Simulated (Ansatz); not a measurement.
Band table of Bi2Te3

```
CELL_PARAMETERS angstrom
2.26461 1.33585 9.96409
-2.15239 1.31377 9.94200
0.03698 -2.50042 9.93392
ATOMIC_POSITIONS crystal
Bi 0.81200 0.81200 0.81200
Bi 0.40200 0.40200 0.40200
Te 0.61100 0.61100 0.61100
Te 0.20000 0.20000 0.20000
Te 0.00000 0.00000 0.00000
```

Atoms are numbered in the order listed.

The cell comes from COD entry 9012858, which wasn't checked; take it as a given geometry. The listed cell was then made from it by scaling, straining or moving an atom.

Spin–orbit coupling is left out, though it moves levels of the heavy atoms by tenths of an eV or more.

Method: DFT, PBE, all-electron LAPW, scalar-relativistic (Ansatz 0.2.0).

Settings: a Γ-centred 8×8×8 k mesh, Fermi–Dirac smearing of 0.08 eV, basis error target 1 meV/atom, no spin polarisation.

Path points, in fractions of the reciprocal vectors: Γ (0.000, 0.000, 0.000), X (-0.500, -0.500, -0.500), Y (0.500, 0.000, 0.000), Z (0.000, 0.000, 0.500), R (0.000, -0.500, 0.000), T (0.500, 0.000, 0.500), U (-0.500, -0.500, 0.000). Levels in eV from the Fermi level; bands 60 to 86, counted from the lowest band of the run. The gap is zero.

```
# k(1/Å) point b60 b61 b62 b63 b64 b65 b66 b67 b68 b69 b70 b71 b72 b73 b74 b75 b76 b77 b78 b79 b80 b81 b82 b83 b84 b85 b86
0.000 Γ -13.59 -12.89 -11.43 -8.98 -8.76 -2.75 -2.64 -2.59 -2.20 -2.18 -2.07 -0.50 -0.47 -0.45 -0.09 0.25 0.30 2.04 2.18 2.23 4.62 4.90 5.46 5.60 6.01 6.17 6.28
0.063 - -13.58 -12.92 -11.39 -9.18 -8.58 -2.75 -2.67 -2.61 -2.18 -2.15 -2.07 -0.55 -0.52 -0.49 -0.02 0.31 0.35 2.01 2.14 2.20 4.61 4.94 5.41 5.55 6.11 6.27 6.37
0.126 - -13.55 -12.99 -11.26 -9.47 -8.35 -2.77 -2.75 -2.62 -2.17 -2.07 -2.04 -0.67 -0.59 -0.56 0.12 0.44 0.48 1.91 2.04 2.11 4.59 5.06 5.30 5.44 6.33 6.50 6.61
0.190 - -13.50 -13.08 -11.08 -9.75 -8.17 -2.87 -2.76 -2.62 -2.16 -2.06 -1.93 -0.78 -0.67 -0.63 0.26 0.61 0.65 1.77 1.88 1.99 4.57 5.21 5.27 5.34 6.61 6.79 6.92
0.253 - -13.45 -13.17 -10.90 -10.00 -8.06 -2.94 -2.76 -2.62 -2.15 -2.05 -1.85 -0.87 -0.72 -0.67 0.37 0.75 0.81 1.64 1.73 1.90 4.55 5.16 5.28 5.49 6.79 6.87 6.95
0.316 X -13.41 -13.22 -10.81 -10.11 -8.02 -2.96 -2.76 -2.62 -2.15 -2.05 -1.82 -0.90 -0.74 -0.69 0.41 0.82 0.88 1.58 1.66 1.86 4.54 5.14 5.26 5.60 6.66 6.80 7.10
0.499 - -13.38 -13.07 -10.91 -9.94 -8.27 -3.37 -2.90 -2.81 -2.56 -2.20 -1.97 -0.62 -0.37 -0.18 0.05 0.36 0.40 2.03 2.15 2.51 4.75 4.88 5.11 5.42 6.56 6.80 7.07
0.682 - -13.21 -12.72 -11.04 -9.67 -8.90 -4.29 -3.32 -3.22 -2.88 -2.38 -2.10 -1.11 -0.76 -0.61 0.59 0.89 1.22 2.31 2.42 3.14 3.90 4.98 5.50 5.83 6.92 6.99 7.36
0.865 - -12.85 -12.29 -11.02 -9.83 -9.47 -4.99 -3.82 -3.56 -3.29 -2.69 -2.16 -1.65 -1.26 -0.77 1.04 1.41 1.91 2.35 2.43 3.40 3.52 5.51 5.95 6.35 6.61 7.58 8.15
1.048 - -12.35 -11.94 -10.81 -10.60 -9.72 -5.43 -3.97 -3.74 -3.52 -3.03 -2.87 -2.02 -0.81 -0.54 0.52 0.89 2.40 2.53 3.09 3.55 3.60 4.58 6.64 7.63 7.76 8.47 8.93
1.231 Y -11.95 -11.81 -11.17 -10.47 -10.02 -5.58 -3.83 -3.77 -3.58 -3.31 -3.18 -2.18 -0.29 -0.23 -0.09 0.47 2.56 2.70 3.39 3.45 3.57 4.31 7.90 8.27 8.58 9.00 9.06
1.395 - -12.33 -11.98 -10.76 -10.61 -9.75 -5.36 -3.85 -3.75 -3.71 -3.10 -3.07 -1.75 -0.44 -0.33 0.18 0.60 2.04 2.60 3.25 3.60 3.89 4.36 6.73 7.75 8.22 8.42 8.62
1.560 - -12.85 -12.30 -10.95 -10.03 -9.32 -4.79 -3.91 -3.63 -3.51 -2.82 -2.59 -0.88 -0.64 -0.45 0.56 0.89 1.13 2.48 2.70 3.54 3.92 4.98 5.72 6.62 7.44 7.50 8.14
1.725 - -13.25 -12.61 -11.20 -9.46 -8.99 -4.11 -3.69 -3.19 -3.02 -2.45 -1.96 -1.03 -0.59 -0.09 0.43 0.89 1.13 2.02 2.15 3.03 3.75 5.02 5.89 6.15 6.42 6.86 7.24
1.889 - -13.50 -12.82 -11.37 -9.10 -8.81 -3.41 -3.12 -2.83 -2.13 -2.09 -1.74 -1.13 -0.74 -0.62 0.49 0.73 1.05 1.89 1.98 2.21 4.34 4.72 5.59 5.63 6.37 6.49 6.80
2.054 Γ -13.59 -12.89 -11.43 -8.98 -8.76 -2.75 -2.64 -2.59 -2.20 -2.18 -2.07 -0.50 -0.47 -0.45 -0.09 0.25 0.30 2.04 2.18 2.23 4.62 4.90 5.46 5.60 6.01 6.17 6.28
2.220 - -13.50 -12.82 -11.37 -9.11 -8.79 -3.34 -3.07 -2.92 -2.21 -2.09 -1.75 -1.11 -0.70 -0.64 0.49 0.75 0.97 1.85 2.05 2.20 4.34 4.73 5.52 5.71 6.36 6.43 6.88
2.385 - -13.25 -12.62 -11.19 -9.48 -8.94 -4.06 -3.62 -3.28 -3.01 -2.51 -1.94 -1.06 -0.66 -0.11 0.33 0.90 1.17 2.07 2.14 2.96 3.75 5.02 5.84 6.35 6.49 6.88 7.13
2.551 - -12.85 -12.33 -10.93 -10.04 -9.25 -4.76 -3.88 -3.60 -3.58 -2.88 -2.55 -0.98 -0.71 -0.52 0.55 0.91 1.10 2.47 2.72 3.54 3.79 5.13 5.70 6.61 7.49 7.52 8.05
2.717 - -12.34 -12.02 -10.74 -10.57 -9.67 -5.34 -3.80 -3.79 -3.75 -3.16 -3.04 -1.83 -0.50 -0.38 0.15 0.58 1.94 2.60 3.28 3.62 3.73 4.40 6.73 7.76 8.35 8.44 8.59
2.883 Z -12.00 -11.85 -11.15 -10.39 -9.95 -5.56 -3.86 -3.77 -3.63 -3.26 -3.25 -2.23 -0.36 -0.24 -0.14 0.44 2.43 2.70 3.34 3.48 3.50 4.30 7.94 8.33 8.52 9.04 9.05
3.052 - -12.06 -11.84 -10.96 -10.56 -9.90 -5.47 -4.22 -4.13 -3.56 -3.13 -2.58 -2.15 -1.31 -0.85 0.71 1.40 2.36 2.72 3.10 3.36 3.80 4.34 6.59 8.19 8.42 8.53 8.84
3.222 - -12.14 -11.77 -10.84 -10.55 -10.00 -5.21 -4.78 -4.06 -3.37 -3.21 -2.95 -1.89 -1.44 -0.58 0.96 1.53 2.07 2.90 3.26 3.43 4.24 5.10 5.37 6.78 8.02 8.20 8.32
3.391 - -12.14 -11.75 -10.86 -10.54 -10.02 -5.23 -4.76 -4.08 -3.36 -3.22 -2.95 -1.86 -1.47 -0.62 1.00 1.47 2.14 2.87 3.28 3.43 4.21 5.14 5.36 6.78 8.01 8.17 8.37
3.561 - -12.03 -11.80 -10.95 -10.60 -9.93 -5.49 -4.23 -4.15 -3.55 -3.13 -2.61 -2.13 -1.33 -0.90 0.65 1.39 2.42 2.72 3.07 3.43 3.75 4.32 6.63 8.18 8.41 8.50 8.77
3.730 R -11.95 -11.81 -11.14 -10.43 -9.98 -5.58 -3.89 -3.77 -3.61 -3.29 -3.26 -2.22 -0.40 -0.27 -0.18 0.41 2.49 2.69 3.37 3.46 3.51 4.28 7.96 8.33 8.48 9.01 9.06
3.897 - -12.32 -11.98 -10.74 -10.59 -9.71 -5.35 -3.83 -3.79 -3.74 -3.18 -3.06 -1.80 -0.53 -0.39 0.09 0.55 1.98 2.57 3.25 3.62 3.80 4.38 6.74 7.74 8.34 8.44 8.56
4.063 - -12.84 -12.30 -10.93 -10.01 -9.29 -4.77 -3.90 -3.63 -3.55 -2.91 -2.59 -0.94 -0.70 -0.53 0.49 0.87 1.11 2.44 2.71 3.53 3.88 5.12 5.70 6.58 7.52 7.53 8.03
4.229 - -13.25 -12.61 -11.19 -9.45 -8.97 -4.07 -3.63 -3.28 -2.99 -2.52 -1.97 -1.06 -0.66 -0.09 0.38 0.86 1.14 2.01 2.13 3.04 3.75 5.01 5.80 6.35 6.51 6.90 7.12
4.396 - -13.50 -12.82 -11.37 -9.10 -8.80 -3.36 -3.07 -2.90 -2.21 -2.08 -1.74 -1.14 -0.70 -0.66 0.47 0.72 1.05 1.86 2.01 2.21 4.35 4.71 5.49 5.74 6.35 6.44 6.83
4.562 Γ -13.59 -12.89 -11.43 -8.98 -8.76 -2.75 -2.64 -2.59 -2.20 -2.18 -2.07 -0.50 -0.47 -0.45 -0.09 0.25 0.30 2.04 2.18 2.23 4.62 4.90 5.46 5.60 6.01 6.17 6.28
4.732 - -13.50 -12.83 -11.36 -9.15 -8.76 -3.34 -3.05 -2.90 -2.22 -2.15 -1.86 -0.95 -0.62 -0.59 0.37 0.55 0.92 1.92 2.13 2.31 4.43 4.69 5.39 5.83 6.22 6.57 6.65
4.902 - -13.24 -12.64 -11.16 -9.44 -9.01 -4.18 -3.42 -3.30 -2.97 -2.45 -1.88 -1.30 -0.74 -0.51 0.61 1.01 1.09 2.15 2.30 3.14 3.82 5.01 5.71 5.86 7.04 7.22 7.35
5.072 - -12.83 -12.32 -10.98 -9.78 -9.49 -5.01 -3.77 -3.65 -3.12 -2.73 -2.09 -1.86 -1.44 -0.91 1.07 1.46 2.09 2.32 2.47 3.21 3.42 5.31 6.03 6.59 6.70 7.23 7.95
5.243 - -12.33 -11.95 -10.97 -10.33 -9.75 -5.32 -4.13 -3.92 -3.84 -2.93 -2.26 -1.81 -1.35 -1.07 1.09 1.40 1.66 2.38 2.57 3.24 4.09 5.47 6.13 7.09 7.81 7.93 8.54
5.413 T -11.96 -11.81 -10.96 -10.78 -9.80 -5.14 -4.65 -4.15 -3.98 -3.00 -2.32 -1.86 -1.13 -0.52 0.33 1.08 1.72 2.38 2.59 3.19 4.76 5.62 5.80 8.26 8.37 8.87 9.08
5.596 - -12.05 -11.76 -10.94 -10.68 -9.88 -5.33 -4.20 -4.05 -3.99 -3.53 -2.73 -1.32 -1.17 -0.39 0.34 1.25 1.29 2.37 3.22 3.78 4.23 5.51 6.14 7.09 7.73 8.35 8.82
5.779 - -12.14 -11.74 -10.89 -10.50 -10.03 -5.24 -4.71 -3.99 -3.48 -3.25 -3.14 -1.89 -1.16 -0.31 0.65 1.12 2.23 2.93 3.22 3.57 4.28 5.18 5.73 6.49 7.56 7.98 8.63
5.961 - -12.15 -11.76 -10.88 -10.51 -10.01 -5.22 -4.72 -3.98 -3.48 -3.26 -3.13 -1.91 -1.12 -0.27 0.62 1.18 2.16 2.95 3.16 3.61 4.32 5.14 5.74 6.48 7.60 7.98 8.63
6.144 - -12.08 -11.80 -10.92 -10.68 -9.83 -5.31 -4.19 -4.06 -3.97 -3.53 -2.70 -1.34 -1.14 -0.35 0.40 1.21 1.25 2.38 3.25 3.84 4.15 5.52 6.15 7.07 7.71 8.38 8.87
6.327 U -12.01 -11.85 -10.94 -10.77 -9.75 -5.13 -4.65 -4.14 -3.97 -2.98 -2.28 -1.83 -1.10 -0.55 0.29 1.11 1.74 2.44 2.60 3.21 4.68 5.64 5.81 8.27 8.38 8.88 9.06
```
